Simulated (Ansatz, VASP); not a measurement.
**KBr in VASP and in Ansatz**

```
CELL_PARAMETERS angstrom
0.00000 3.68348 3.68348
3.68348 0.00000 3.68348
3.68348 3.68348 0.00000
ATOMIC_POSITIONS crystal
K 0.00000 0.00000 0.00000
Br 0.25000 0.25000 0.25000
```

Change from the starting cell: volume scaled by 0.975, PAW files.

Alike in both runs: task electric field gradients; functional PBE; k mesh 11 × 11 × 11; occupations fermi-dirac, width 0.08 eV; no spin polarisation.

|  | VASP | Ansatz |
| --- | --- | --- |
| version | VASP 6.6.1 | Ansatz 0.2.0 |
| potentials or method | VASP PAW PBE potentials, release 64 (K_sv, Br) | PAW with Ansatz's default frozen-core files, scalar-relativistic |
| plane-wave cutoff (eV) | 520 | 420 |
| valence electrons in the cell | 16 | 16 |

```tsv
	VASP	Ansatz	Ansatz less VASP
gap on the k mesh at the Fermi level (eV)	4.29	4.29	+0.001
pressure (GPa)	0.3	0.3	-0.02
Vzz of the field gradient on the site that differs most (V/Å²)	0.0	0.0	0.00
```

Caveats: an odd mesh through Γ misses points on the zone boundary, where band edges often lie.
